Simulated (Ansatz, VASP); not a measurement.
# Ca: VASP beside Ansatz

```
Ca
1.0
     0.00000    2.76264    2.76264
     2.76264    0.00000    2.76264
     2.76264    2.76264    0.00000
Ca
1
Direct
  0.00000 0.00000 0.00000
```

Alike in both runs: functional PBE; k mesh 14 × 14 × 14; occupations gaussian, width 0.1 eV; no spin polarisation.

Ansatz relaxed the structure, and its values are those at the end. VASP's run is a single point on that final structure, the one shown.

```csv
,VASP,Ansatz
version,VASP 6.6.1,Ansatz 0.2.0
potentials or method,"VASP PAW PBE potentials, release 64 (Ca_sv)","scalar-relativistic, plane waves, PAW"
plane-wave cutoff (eV),520,420
valence electrons in the cell,10,10
```

```tsv
	VASP	Ansatz	Ansatz less VASP
gap on the k mesh at the Fermi level (eV)	none	none	-
pressure (GPa)	0.0	0.0	-0.01
```

A gap of «none» marks a metal or a gap that the smearing closes.
